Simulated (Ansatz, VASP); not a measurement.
**One calculation of Nb, two programs**

The input INCAR:

```
SYSTEM = Nb
PREC = Accurate ; ENCUT = 520
EDIFF = 1E-7 ; ISMEAR = -1
SIGMA = 0.1 ; LREAL = .False.
LASPH = .True. ; NELM = 100
ALGO = Normal ; ISIF = 2
LWAVE = .False. ; LCHARG = .False.
GGA = B5 ; ALDAX = 1.0
AGGAX = 1.0 ; AGGAC = 1.0
ALDAC = 0.0 ; NBANDS = 20
```

The input KPOINTS:

```
regular mesh
0
Gamma
  14 14 7
  0 0 0
```

File POSCAR:

```
Nb
1.0
    2.8565809111      0.0000000000      0.0000000000
   -1.4282904555      2.4738716370      0.0000000000
    0.0000000000      0.0000000000      5.2829589127
Nb
2
Direct
    0.3333333333      0.6666666667      0.2500000000
    0.6666666667      0.3333333333      0.7500000000
```

Input for Ansatz:

```yaml
crystal:
  lattice:
    - [2.8565809111, 0.0, 0.0]
    - [-1.4282904555, 2.473871637, 0.0]
    - [0.0, 0.0, 5.2829589127]
  atoms:
    - { symbol: Nb, position: [0.3333333333, 0.6666666667, 0.25] }
    - { symbol: Nb, position: [0.6666666667, 0.3333333333, 0.75] }
hamiltonian:
  xc: blyp
  pseudopotentials:
    kind: paw
    azcp:
      Nb: "pseudopotentials/Nb.paw.azcp"
basis:
  ecutwfc: 420
  fft_grid_basis: typed
kpoints:
  mp_grid: { grid: [14, 14, 7], shift: [0, 0, 0] }
magnetization:
  spin_polarized: false
scf:
  occupations: { method: fermi_dirac, width: 0.1 }
  lower_state_search: "off"
output:
  stress: true
```

Alike in both runs: task single point; functional BLYP; k mesh 14 × 14 × 7; occupations fermi-dirac, width 0.1 eV; no spin polarisation.

```csv
,VASP,Ansatz
version,VASP 6.6.1,Ansatz 0.2.0
potentials or method,"VASP PAW PBE potentials, release 64 (Nb_sv)","plane waves (420 eV) with PAW, scalar-relativistic"
plane-wave cutoff (eV),520,420
valence electrons in the cell,26,26
```

|  | VASP | Ansatz | Ansatz less VASP |
| --- | --- | --- | --- |
| pressure (GPa) | 6.3 | 6.4 | +0.07 |
| largest component of the traceless stress (GPa) | 0.24 | 0.28 | +0.038 |

Caveats: the PAW data sets were made with another functional, which shifts forces and pressure a little (VASP).
